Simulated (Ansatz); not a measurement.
Molecular dynamics of CaF₂

input.yaml

```yaml
accuracy: low
crystal:
  lattice:
    - [5.52115, 0.0, 0.0]
    - [0.0, 5.52115, 0.0]
    - [0.0, 0.0, 5.52115]
  atoms:
    - { symbol: Ca, position: [0.0, 0.0, 0.0] }
    - { symbol: F, position: [0.25, 0.25, 0.25] }
    - { symbol: F, position: [0.75, 0.75, 0.75] }
    - { symbol: Ca, position: [0.5, 0.5, 0.0] }
    - { symbol: F, position: [0.75, 0.75, 0.25] }
    - { symbol: F, position: [0.25, 0.25, 0.75] }
    - { symbol: Ca, position: [0.5, 0.0, 0.5] }
    - { symbol: F, position: [0.75, 0.25, 0.75] }
    - { symbol: F, position: [0.25, 0.75, 0.25] }
    - { symbol: Ca, position: [0.0, 0.5, 0.5] }
    - { symbol: F, position: [0.25, 0.75, 0.75] }
    - { symbol: F, position: [0.75, 0.25, 0.25] }
basis:
  ecutwfc: 420.0
kpoints:
  mp_grid: { grid: [2, 2, 2] }
hamiltonian:
  xc: pbe
  pseudopotentials: { kind: paw, azcp: { folder: soft_1 } }
scf:
  occupations: { method: fermi_dirac, width: 0.24 }
  lower_state_search: "off"
md:
  timestep: 1.5
  n_steps: 250
  ensemble: nvt_langevin
  temperature: 2800.0
  initial_velocities: maxwell_boltzmann
  seed: 739202
  friction: 0.02
```

Command:

```bash
$ ansatz run input.yaml --threads 1 --pin off --max-ram 3072MiB --backend cpu --events-out ev --progress --plain --runs-dir out
```

It starts from a structure without forces on its atoms.

Output, in part (step lines):

```
md step     0: t =     0.00 fs  T =  2566.7 K  F+E_penalty+E_count = -13759.26096124 eV  E_kin = 3.981208 eV  (10 SCF iters)
md step     1: t =     1.50 fs  T =  2461.2 K  F+E_penalty+E_count = -13759.23933854 eV  E_kin = 3.817657 eV  (8 SCF iters)
md step     2: t =     3.00 fs  T =  2629.9 K  F+E_penalty+E_count = -13759.17612449 eV  E_kin = 4.079214 eV  (8 SCF iters)
md step     3: t =     4.50 fs  T =  2665.4 K  F+E_penalty+E_count = -13759.07265849 eV  E_kin = 4.134380 eV  (8 SCF iters)
md step     4: t =     6.00 fs  T =  2774.4 K  F+E_penalty+E_count = -13758.93090336 eV  E_kin = 4.303362 eV  (8 SCF iters)
md step     5: t =     7.50 fs  T =  2942.6 K  F+E_penalty+E_count = -13758.74836036 eV  E_kin = 4.564284 eV  (7 SCF iters)
md step     6: t =     9.00 fs  T =  3087.9 K  F+E_penalty+E_count = -13758.51805642 eV  E_kin = 4.789762 eV  (6 SCF iters)
md step     7: t =    10.50 fs  T =  2903.9 K  F+E_penalty+E_count = -13758.24240889 eV  E_kin = 4.504286 eV  (7 SCF iters)
[... lines left out ...]
md step   249: t =   373.50 fs  T =  3779.9 K  F+E_penalty+E_count = -13753.74422573 eV  E_kin = 5.863045 eV  (7 SCF iters)
md step   250: t =   375.00 fs  T =  3654.4 K  F+E_penalty+E_count = -13753.94167656 eV  E_kin = 5.668442 eV  (8 SCF iters)
```

The steps, from the saved trajectory:

```tsv
time (fs)	T (K)	potential energy less start (eV)
0	2567	0.000
12	3015	1.339
24	1731	3.982
36	1604	4.415
48	3165	3.057
60	3270	3.459
72	3077	3.983
84	2515	3.418
96	2000	2.927
108	2822	2.476
120	3379	2.657
132	3004	3.426
144	1916	3.822
156	2060	4.270
168	2512	4.002
180	2284	4.412
192	2394	3.373
204	2946	2.862
216	2417	3.042
228	2407	3.848
240	3325	3.286
252	2808	4.288
264	2746	4.634
276	3268	3.349
288	3531	3.236
300	1499	4.697
312	2582	4.192
324	2245	4.367
336	2867	4.426
348	2824	4.274
360	3141	5.267
372	3541	5.668
```

The run went to its last step. A run of 0.38 ps of so small a system gives no equilibrium averages. Limits of this set-up: coarse k mesh, low accuracy level.

Mean squared displacements from the first frame to the last, about the centre of mass: Ca 0.07 Å², F 0.55 Å².

Last frame:

```xyz
12
Lattice="5.5211 0.0000 0.0000 0.0000 5.5211 0.0000 0.0000 0.0000 5.5211" Properties=species:S:1:pos:R:3
Ca -0.237 -1.013 0.612
F 1.100 0.732 1.603
F 4.286 4.128 4.550
Ca 2.366 2.024 0.383
F 3.174 4.330 0.651
F 1.292 0.535 4.575
Ca 2.702 -0.572 3.320
F 4.025 1.074 4.556
F 1.295 3.470 2.324
Ca -0.125 2.188 3.420
F 0.807 3.055 5.085
F 4.073 0.359 1.906
```

The run took 9.1 min on 1 thread of Intel(R) Xeon(R) 6975P-C (Granite Rapids) (shared host), peak memory 0.49 GiB.
